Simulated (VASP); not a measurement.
Here is a VASP 6.6.1 calculation.

POSCAR

```
TePb
1.0
    0.0000000000      3.2676419678      3.2676419678
    3.2676419678      0.0000000000      3.2676419678
    3.2676419678      3.2676419678      0.0000000000
  Te              Pb
     1     1
Direct
     0.5000000000000000    0.5000000000000000    0.5000000000000000
     0.0000000000000000    0.0000000000000000    0.0000000000000000
```

The input INCAR.step1:

```
SYSTEM = TePb
  PREC = Accurate
  ENCUT = 600
  EDIFF = 1E-8
  ISMEAR = 0
  SIGMA = 0.03
  LREAL = .False.
  LASPH = .True.
  NELM = 80
  ALGO = Normal
  ISIF = 3
  LWAVE = .False.
  LCHARG = .False.
  METAGGA = R2SCAN
  LMIXTAU = .True.
  IBRION = 2
  NSW = 40
  EDIFFG = -0.002
```

INCAR.step2

```
SYSTEM = TePb
  PREC = Accurate
  ENCUT = 600
  EDIFF = 1E-8
  ISMEAR = 0
  SIGMA = 0.03
  LREAL = .False.
  LASPH = .True.
  NELM = 80
  ALGO = Normal
  ISIF = 3
  LWAVE = .False.
  LCHARG = .False.
  METAGGA = R2SCAN
  LMIXTAU = .True.
  IBRION = 6
  NFREE = 2
  POTIM = 0.015
  NSW = 1
```

The input KPOINTS:

```
regular mesh
0
Gamma
  8 8 8
  0 0 0
```

Potentials or basis: VASP PAW PBE potentials, release 64 (Te, Pb_d).

Launch:

```sh
$ cat potpaw_PBE.64/Te/POTCAR potpaw_PBE.64/Pb_d/POTCAR > POTCAR
$ cp INCAR.step1 INCAR
$ mpirun -np 1 vasp_std > vasp.out
$ cp CONTCAR POSCAR
$ cp INCAR.step2 INCAR
$ mpirun -np 1 vasp_std > vasp.out
```

(1) What does it give for the elastic constants C11, C12, C44?

(2) Estimate the Voigt bulk modulus.

(3) Predict the highest phonon frequency at Γ, LO-TO splitting left out.

## Answers

(1) 115, 6, 15 GPa.

(2) 42 GPa.

(3) 17 cm⁻¹.

Caveat: the PAW data sets were made with another functional, which shifts forces and pressure a little.
